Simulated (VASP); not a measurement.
Input of a VASP 6.6.1 run:

The input INCAR:

```
ALGO = Normal
EDIFF = 1E-6
EDIFFG = -0.01
ENCUT = 520
IBRION = 2
ISIF = 2
ISMEAR = 0
LASPH = T
LCHARG = F
LMIXTAU = T
LREAL = F
LWAVE = F
METAGGA = R2SCAN
NELM = 100
NSW = 40
PREC = Accurate
SIGMA = 0.05
```

The input KPOINTS:

```
k-points
0
Gamma
  10 10 26
```

The input POSCAR:

```
H
1.0
    2.6368360000     -0.0216270000     -0.0404930000
   -0.0216270000      2.6572020000      0.0174880000
   -0.0149840000      0.0064720000      0.9827860000
H
1
Direct
   -0.0812700000      0.0331370000      0.5340330000
```

Potentials or basis: VASP PAW PBE potentials, release 64 (H).

Command:

```sh
$ cat potpaw_PBE.64/H/POTCAR > POTCAR
$ mpirun -np 1 vasp_std > vasp.out
```

Task: What does it give for the band gap on the k mesh?

Result: None (metal or under the smearing width).

Stress tensor (GPa, compression positive):
```
 1.63 -0.05  0.08
-0.05  1.41 -0.03
 0.08 -0.03 -3.29
```

Caveat: the relaxation stopped at its first step, so nothing moved; the PAW data sets were made with another functional, which shifts forces and pressure a little.
